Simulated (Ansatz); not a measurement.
# Alloy of GaAs and GaP (60 of 64 As sites exchanged), 128 atoms

Wanted: the relaxed alloy cell and its gap (PBEsol and HSE06 with spin–orbit coupling).

Method: density functional theory in Ansatz 0.2.0, PAW datasets, plane waves.

## Step 1: The starting cell

128 atoms (64 Ga, 60 P, 4 As); a = 15.420 Å, b = 15.420 Å, c = 15.420 Å, α = 60.00°, β = 60.00°, γ = 60.00°. All atoms were shaken off their sites by about 0.02 Å along each axis.

Steps to follow: (2) PBEsol cell relaxation at the single k point (½, ½, ½), on 1 × NVIDIA GB200 with 8 threads of Arm Neoverse-V2; (3) HSE06 with spin–orbit coupling single point at the Γ point alone, on 1 × NVIDIA GB200 with 8 threads of Arm Neoverse-V2.

## Step 2: PBEsol relaxation of the cell and the positions

The input, in.yaml:

```yaml
crystal:
  lattice:
    - [0.000000, 10.903557, 10.903557]
    - [10.903557, 0.000000, 10.903557]
    - [10.903557, 10.903557, 0.000000]
  atoms:
    - { symbol: Ga, position: [0.001200, 0.999475, 0.998867] }
    - { symbol: Ga, position: [0.503231, 0.998799, 0.000038] }
    - { symbol: Ga, position: [0.001220, 0.500627, 0.998252] }
    - { symbol: Ga, position: [0.998135, 0.002726, 0.499893] }
    - { symbol: Ga, position: [0.249121, 0.246839, 0.251780] }
    - { symbol: Ga, position: [0.500670, 0.496760, 0.001731] }
    - { symbol: Ga, position: [0.501409, 0.998327, 0.498816] }
    - { symbol: Ga, position: [0.750822, 0.247385, 0.249590] }
    - { symbol: Ga, position: [0.000501, 0.499074, 0.500446] }
    - { symbol: Ga, position: [0.251031, 0.747878, 0.250952] }
    - { symbol: Ga, position: [0.250707, 0.245957, 0.749806] }
    - { symbol: Ga, position: [0.500779, 0.498572, 0.498032] }
    - { symbol: Ga, position: [0.751245, 0.747650, 0.251569] }
    - { symbol: Ga, position: [0.747095, 0.249759, 0.748106] }
    - { symbol: Ga, position: [0.248226, 0.754213, 0.749554] }
    - { symbol: Ga, position: [0.750898, 0.751142, 0.750160] }
    - { symbol: Ga, position: [0.999320, 0.998368, 0.250257] }
    - { symbol: Ga, position: [0.250908, 0.248175, 0.998221] }
    - { symbol: Ga, position: [0.500226, 0.998653, 0.250570] }
    - { symbol: Ga, position: [0.749119, 0.248595, 0.001527] }
    - { symbol: Ga, position: [0.997927, 0.500050, 0.251074] }
    - { symbol: Ga, position: [0.247924, 0.752412, 0.000316] }
    - { symbol: Ga, position: [0.999090, 0.997446, 0.752390] }
    - { symbol: Ga, position: [0.247799, 0.252761, 0.499420] }
    - { symbol: Ga, position: [0.500836, 0.499060, 0.249454] }
    - { symbol: Ga, position: [0.747909, 0.751648, 0.000099] }
    - { symbol: Ga, position: [0.501676, 0.999891, 0.750443] }
    - { symbol: Ga, position: [0.748951, 0.249819, 0.501149] }
    - { symbol: Ga, position: [0.003726, 0.499932, 0.747365] }
    - { symbol: Ga, position: [0.251085, 0.749758, 0.498651] }
    - { symbol: Ga, position: [0.499592, 0.498983, 0.749809] }
    - { symbol: Ga, position: [0.750655, 0.748784, 0.498528] }
    - { symbol: Ga, position: [0.999426, 0.248156, 0.000752] }
    - { symbol: Ga, position: [0.251318, 0.000931, 0.248417] }
    - { symbol: Ga, position: [0.500743, 0.248114, 0.002067] }
    - { symbol: Ga, position: [0.746747, 0.001954, 0.251389] }
    - { symbol: Ga, position: [0.000377, 0.747255, 0.999713] }
    - { symbol: Ga, position: [0.999623, 0.249360, 0.499673] }
    - { symbol: Ga, position: [0.248073, 0.497772, 0.251728] }
    - { symbol: Ga, position: [0.501196, 0.750456, 0.996997] }
    - { symbol: Ga, position: [0.250808, 0.998785, 0.748685] }
    - { symbol: Ga, position: [0.500685, 0.249519, 0.501992] }
    - { symbol: Ga, position: [0.749948, 0.497481, 0.251810] }
    - { symbol: Ga, position: [0.747163, 0.000646, 0.750706] }
    - { symbol: Ga, position: [0.001203, 0.750806, 0.500131] }
    - { symbol: Ga, position: [0.250614, 0.500323, 0.750152] }
    - { symbol: Ga, position: [0.502298, 0.748599, 0.499708] }
    - { symbol: Ga, position: [0.750422, 0.500129, 0.751454] }
    - { symbol: Ga, position: [0.251952, 0.998368, 0.999262] }
    - { symbol: Ga, position: [0.746309, 0.999092, 0.003325] }
    - { symbol: Ga, position: [0.000560, 0.250433, 0.248748] }
    - { symbol: Ga, position: [0.249564, 0.498110, 0.001397] }
    - { symbol: Ga, position: [0.252296, 0.999924, 0.498489] }
    - { symbol: Ga, position: [0.498745, 0.252134, 0.249352] }
    - { symbol: Ga, position: [0.751114, 0.499101, 0.996944] }
    - { symbol: Ga, position: [0.750796, 0.000915, 0.500906] }
    - { symbol: Ga, position: [0.001844, 0.749465, 0.248676] }
    - { symbol: Ga, position: [0.999269, 0.251635, 0.749280] }
    - { symbol: Ga, position: [0.248366, 0.499850, 0.501083] }
    - { symbol: Ga, position: [0.497315, 0.750204, 0.250917] }
    - { symbol: Ga, position: [0.500279, 0.249051, 0.750916] }
    - { symbol: Ga, position: [0.748361, 0.503602, 0.498575] }
    - { symbol: Ga, position: [0.001086, 0.749306, 0.749617] }
    - { symbol: Ga, position: [0.501565, 0.752563, 0.749577] }
    - { symbol: P, position: [0.061875, 0.062950, 0.062076] }
    - { symbol: P, position: [0.561603, 0.062243, 0.061545] }
    - { symbol: P, position: [0.061629, 0.564393, 0.061944] }
    - { symbol: P, position: [0.062542, 0.061506, 0.563631] }
    - { symbol: P, position: [0.312239, 0.315297, 0.313025] }
    - { symbol: P, position: [0.565086, 0.561547, 0.063296] }
    - { symbol: P, position: [0.564011, 0.061752, 0.562357] }
    - { symbol: P, position: [0.811557, 0.311164, 0.313926] }
    - { symbol: P, position: [0.063349, 0.562458, 0.562967] }
    - { symbol: P, position: [0.311395, 0.813177, 0.313523] }
    - { symbol: P, position: [0.313100, 0.313380, 0.812893] }
    - { symbol: P, position: [0.560713, 0.561462, 0.563685] }
    - { symbol: P, position: [0.812798, 0.812822, 0.313130] }
    - { symbol: P, position: [0.809750, 0.313744, 0.815128] }
    - { symbol: P, position: [0.312938, 0.810558, 0.813895] }
    - { symbol: P, position: [0.811903, 0.813357, 0.812523] }
    - { symbol: P, position: [0.059283, 0.062379, 0.314734] }
    - { symbol: P, position: [0.310169, 0.313343, 0.065351] }
    - { symbol: P, position: [0.810130, 0.313612, 0.062018] }
    - { symbol: P, position: [0.063441, 0.562409, 0.312197] }
    - { symbol: P, position: [0.311479, 0.811073, 0.063778] }
    - { symbol: P, position: [0.063539, 0.062670, 0.810097] }
    - { symbol: P, position: [0.310090, 0.314015, 0.561582] }
    - { symbol: P, position: [0.561790, 0.560532, 0.315804] }
    - { symbol: P, position: [0.813432, 0.812594, 0.058569] }
    - { symbol: P, position: [0.562982, 0.062720, 0.813243] }
    - { symbol: P, position: [0.812969, 0.312720, 0.561520] }
    - { symbol: P, position: [0.063711, 0.559747, 0.812539] }
    - { symbol: P, position: [0.311133, 0.815012, 0.560244] }
    - { symbol: P, position: [0.562949, 0.563218, 0.811038] }
    - { symbol: P, position: [0.814109, 0.813346, 0.562583] }
    - { symbol: P, position: [0.059729, 0.312719, 0.066827] }
    - { symbol: P, position: [0.310691, 0.064712, 0.312428] }
    - { symbol: P, position: [0.565882, 0.311807, 0.061527] }
    - { symbol: P, position: [0.812627, 0.065916, 0.311272] }
    - { symbol: P, position: [0.063600, 0.811581, 0.063569] }
    - { symbol: P, position: [0.060973, 0.313781, 0.560804] }
    - { symbol: P, position: [0.313285, 0.559696, 0.313548] }
    - { symbol: P, position: [0.563205, 0.814684, 0.060332] }
    - { symbol: P, position: [0.314723, 0.060062, 0.813477] }
    - { symbol: P, position: [0.561797, 0.310904, 0.564931] }
    - { symbol: P, position: [0.809701, 0.561272, 0.313508] }
    - { symbol: P, position: [0.814911, 0.061791, 0.811327] }
    - { symbol: P, position: [0.062103, 0.812700, 0.560519] }
    - { symbol: P, position: [0.310598, 0.561466, 0.812938] }
    - { symbol: P, position: [0.562646, 0.812133, 0.562092] }
    - { symbol: P, position: [0.813193, 0.564137, 0.811117] }
    - { symbol: P, position: [0.812287, 0.061887, 0.062678] }
    - { symbol: P, position: [0.060034, 0.312951, 0.313556] }
    - { symbol: P, position: [0.310759, 0.561756, 0.064798] }
    - { symbol: P, position: [0.312302, 0.064557, 0.560597] }
    - { symbol: P, position: [0.561792, 0.313398, 0.313208] }
    - { symbol: P, position: [0.813317, 0.065282, 0.560736] }
    - { symbol: P, position: [0.065036, 0.811171, 0.310949] }
    - { symbol: P, position: [0.061940, 0.311577, 0.812769] }
    - { symbol: P, position: [0.313712, 0.564366, 0.560134] }
    - { symbol: P, position: [0.563565, 0.810697, 0.311469] }
    - { symbol: P, position: [0.564722, 0.312544, 0.812781] }
    - { symbol: P, position: [0.812827, 0.561622, 0.561106] }
    - { symbol: P, position: [0.064225, 0.810724, 0.814335] }
    - { symbol: As, position: [0.563637, 0.062596, 0.314139] }
    - { symbol: As, position: [0.314867, 0.063149, 0.058730] }
    - { symbol: As, position: [0.815323, 0.561398, 0.062041] }
    - { symbol: As, position: [0.562787, 0.813723, 0.811125] }
kpoints:
  mp_grid: { grid: [1, 1, 1], shift: [0.5, 0.5, 0.5] }
hamiltonian:
  xc: pbesol
scf:
  occupations: { method: fermi_dirac, width: 0.01 }
relax:
  f_tol: 0.03
  max_steps: 80
  escape_saddle: false
  adjacent_minimum: "off"
  cell: { fix: [shape] }
output:
  forces: true
  eigenvalues: true
  populations: true
```

Launch:

```bash
ansatz run in.yaml --threads 8 --pin off --max-ram 118750MiB --runs-dir r --events-out ev --progress --plain --backend cuda --devices 0, --max-vram 170GiB
```

Further steps of the session: Single point with HSE06 with spin–orbit coupling.

**Question.** What will these runs give? Wanted: for each run, top filled to lowest empty.

As calculated:

```
                         level          time   k points  top filled to lowest empty (eV)
            PBEsol, relaxation     6 s (GPU)  (½, ½, ½)                             1.87
HSE06 with spin–orbit coupling  24 min (GPU)          Γ                             2.17
```

| quantity | value |
| --- | --- |
| relaxation | 4 recorded steps, 1.17 eV gained |
| largest shift | 0.12 Å (Ga64) |
| relaxed cell | a = 15.420 Å, b = 15.420 Å, c = 15.420 Å, α = 60.00°, β = 60.00°, γ = 60.00° |
| mean bonds | As–Ga 2.421, Ga–P 2.357 Å |

**Reading.** Relaxation gains 1.17 eV, with shifts up to 0.12 Å (Ga64), while the volume changes by -0.0 %. The mean lengths of the listed bonds run from Ga–P 2.36 Å to As–Ga 2.42 Å. Rows on different k points differ by sampling as well as by level. With one k point the spacing samples only the states that fold onto it, so it can exceed the gap over the zone.
